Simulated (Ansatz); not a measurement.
# Guessed and relaxed cells of MgZn₄O

The guess for MgZn₄O was proposed by analogy with related compounds (I4/mmm, No. 139). Its size is a guess.

start:

Space group I4/mmm (No. 139). a = 2.980 Å, b = 2.980 Å, c = 18.100 Å, α = 90.00°, β = 90.00°, γ = 90.00°
```
atom  site  symmetry       x       y       z
  Mg    2a     4/mmm  0.0000  0.0000  0.0000
  Zn    4e       4mm  0.5000  0.5000  0.1180
  Zn    4e       4mm  0.0000  0.0000  0.2060
   O    2b     4/mmm  0.5000  0.5000  0.0000
```

Level of theory: DFT PBE, scalar-relativistic, plane waves, PAW in Ansatz 0.2.0. Cutoff 420 eV, Gaussian smearing, Γ-centred meshes. Cell and atoms relax first on a coarse mesh, the cell is then made exact in the group found at 0.06 to 0.08 Å, and last on a converged mesh; the steps can't lower the symmetry of their start. No spin polarisation.

end:

Space group I4/mmm (No. 139). a = 2.880 Å, b = 2.880 Å, c = 20.966 Å, α = 90.00°, β = 90.00°, γ = 90.00°
| atom | site | symmetry | x | y | z |
| --- | --- | --- | --- | --- | --- |
| Mg | 2a | 4/mmm | 0.0000 | 0.0000 | 0.0000 |
| Zn | 4e | 4mm | 0.5000 | 0.5000 | 0.1229 |
| Zn | 4e | 4mm | 0.0000 | 0.0000 | 0.2069 |
| O | 2b | 4/mmm | 0.5000 | 0.5000 | 0.0000 |

The symmetry stays I4/mmm (No. 139). The volume per atom grows by 8.2 %, from 13.4 to 14.5 Å³. The shortest distance goes from 2.11 Å (Mg–O) to 2.04 Å (Mg–O). The ratio c/a of the conventional cell changes by a factor of 1.20.

```
Volume per atom                             : 14.49 Å³
Density                                     : 5.76 g/cm³
Energy over the elements                    : −0.66 eV/atom
Gap on the 16×16×16 mesh of the 6-atom cell : 0 eV (a metal)
```

Formation energies are uncorrected and refer to the elements' standard structures at the same level (O₂ as a molecule).

The last run used Gaussian smearing of 0.10 eV. A structure relaxed within its symmetry needn't be a true minimum. Another cell of the same search, in P4/nmm, lies 89 meV/atom lower, so this cell isn't the stable form at this level.
